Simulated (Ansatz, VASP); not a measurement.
**One calculation of Pb, two programs**

```
Pb
1.0
     0.01959    2.49528    2.48509
     2.53579   -0.00684    2.51151
     2.51398    2.49989    0.01498
Pb
1
Cartesian
  0.0000 0.0000 0.0000
```

Change from the starting cell: volume scaled by 1.04.

Alike in both runs: task single point; functional PBE; k mesh 9 × 9 × 9; occupations fermi-dirac, width 0.05 eV; no spin polarisation.

|  | VASP | Ansatz |
| --- | --- | --- |
| version | VASP 6.6.1 | Ansatz 0.2.0 |
| potentials or method | VASP PAW PBE potentials, release 64 (Pb_d), cutoff 520 eV | all-electron LAPW, scalar-relativistic |

```csv
,VASP,Ansatz,Ansatz less VASP
gap on the k mesh at the Fermi level (eV),none,none,-
pressure (GPa),0.7,0.7,+0.02
largest component of the traceless stress (GPa),0.52,0.52,-0.001
```

A gap of «none» marks a metal or a gap that the smearing closes. Ansatz ran all-electron here, so the differences hold the error of VASP's frozen core and of both bases.

The runs have no spin-orbit coupling, so splittings on Pb are missing.
